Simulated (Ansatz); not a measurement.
**MoP: where the electrons are**

Aim: see in MoP how the density differs from that of free atoms, which states sit where, how compression changes the bonding charge, how the density follows a moved atom and where an added electron goes. The geometry is as listed and is not relaxed.

Computed with Ansatz 0.2.0 (DFT LDA, scalar-relativistic, plane waves, PAW, unless a step's input says otherwise).

### Step 1. The structure to begin with

The structure is hexagonal, space group P-6m2 (No. 187). The conventional cell has a = 3.223 Å, b = 3.223 Å, c = 3.191 Å, α = 90.00°, β = 90.00°, γ = 120.00°. Mo (site symmetry -6m2) has 6 P at 2.45 Å as nearest neighbours. P (site symmetry -6m2) has 6 Mo at 2.45 Å as nearest neighbours.

As a file:

```
CELL_PARAMETERS angstrom
3.22300 0.00000 0.00000
-1.61150 2.79120 0.00000
0.00000 0.00000 3.19100
ATOMIC_POSITIONS crystal
Mo 0.00000 0.00000 0.00000
P 0.33333 0.66667 0.50000
```

The structure comes from the Crystallography Open Database.

### Step 2. Self-consistent density

The input, input.yaml:

```yaml
crystal:
  lattice:
    - [3.223, 0.0, 0.0]
    - [-1.6115, 2.7911998764, 0.0]
    - [0.0, 0.0, 3.191]
  atoms:
    - { symbol: Mo, position: [0.0, 0.0, 0.0] }
    - { symbol: P, position: [0.3333333333, 0.6666666667, 0.5] }
basis:
  ecutwfc: 420
  fft_grid_basis: typed
kpoints:
  mp_grid: { grid: [12, 12, 10] }
hamiltonian:
  xc: lda
scf:
  occupations: { method: gaussian, width: 0.05 }
output:
  forces: true
  stress: true
  eigenvalues: true
  bader: true
  write_density: true
  volumetric_format: npy
  elf: true
```

On the command line:

```
ansatz run input.yaml --threads 1 --pin off --max-ram 2560MiB --backend cpu --events-out ev --progress --plain --runs-dir out
```

### Step 4. Energy-resolved densities and projections

The windows are set from the levels of the base run, in eV from its Fermi level.

input.yaml: that of step 2 with these lines changed.

```diff
@@ -17,9 +17,27 @@
   occupations: { method: gaussian, width: 0.05 }
+  n_extra_bands: 6
 output:
   forces: true
-  stress: true
+  stress: false
   eigenvalues: true
-  bader: true
-  write_density: true
+  bader: false
+  write_density: false
   volumetric_format: npy
-  elf: true
+  band_densities:
+    - { e_range: [-0.25, 0.25] }
+    - { e_range: [-1.2, 0.0] }
+    - { e_range: [0.0, 1.2] }
+    - { e_range: [-7.86, -5.22] }
+    - { e_range: [-5.22, -2.61] }
+    - { e_range: [-13.92, -10.76] }
+  dos:
+    e_range: [-30, 8]
+    de: 0.02
+    method: { smearing: { sigma: 0.03, scheme: gaussian } }
+    projected: { site_lists: { Mo: [Mo], P: [P] } }
+checkpoint:
+  read: start.run
+  write: ck
+  compress: false
+  write_wavefunctions: false
+  write_every: 100000
```

### Step 5. The cell at 85 % of its volume

Fractional coordinates and the k mesh are kept.

input.yaml: that of step 2 with these lines changed.

```diff
@@ -2,5 +2,5 @@
   lattice:
-    - [3.223, 0.0, 0.0]
-    - [-1.6115, 2.7911998764, 0.0]
-    - [0.0, 0.0, 3.191]
+    - [3.0530455285, 0.0, 0.0]
+    - [-1.5265227642, 2.6440149866, 0.0]
+    - [0.0, 0.0, 3.0227329449]
   atoms:
```

### Step 6. Moving Mo1 by 0.05 Å

The shift is (0.000, 0.000, 0.050) Å; all periodic copies of the atom move with it.

input.yaml: that of step 2 with these lines changed.

```diff
@@ -6,3 +6,3 @@
   atoms:
-    - { symbol: Mo, position: [0.0, 0.0, 0.0] }
+    - { symbol: Mo, position: [0.0, 0.0, 0.0156690693] }
     - { symbol: P, position: [0.3333333333, 0.6666666667, 0.5] }
@@ -24,2 +24 @@
   volumetric_format: npy
-  elf: true
```

### Step 7. Adding 0.2 electron a cell

A uniform background keeps the cell neutral, and the atoms stay fixed.

input.yaml: that of step 2 with these lines changed.

```diff
@@ -8,2 +8,3 @@
     - { symbol: P, position: [0.3333333333, 0.6666666667, 0.5] }
+total_charge: -0.2
 basis:
@@ -24,2 +25 @@
   volumetric_format: npy
-  elf: true
```

(Steps that only read results are left out.)

Before running it: what results should come out? Wanted: gap on the mesh; pressure; Bader charges; the states at the Fermi level; at 85 % volume; stiffness against the shift of Mo1.

**Answer**, as computed:

| quantity | value |
| --- | --- |
| gap on the mesh | none (metal) |
| pressure | -7.3 GPa |
| Bader charges | Mo +0.67, P -0.67 e |
| the states at the Fermi level | Mo 4d (85 %) and P 3p (10 %) |
| at 85 % volume | 43.9 GPa, gap none (metal), Bader Mo +0.56, P -0.56 e |
| stiffness against the shift of Mo1 | 12.9 eV/Å² |

In words: Mo–P goes from 2.45 to 2.32 Å with the volume, and the deformation density at its midpoint from +0.09 to +0.11 e/Å³. In space (atomic cells sized by Bader volumes, not orbital character) the change of density that the added electron brings, screening included, divides as Mo about 55 % and P about 45 %; this need not match the band edge's orbital character.
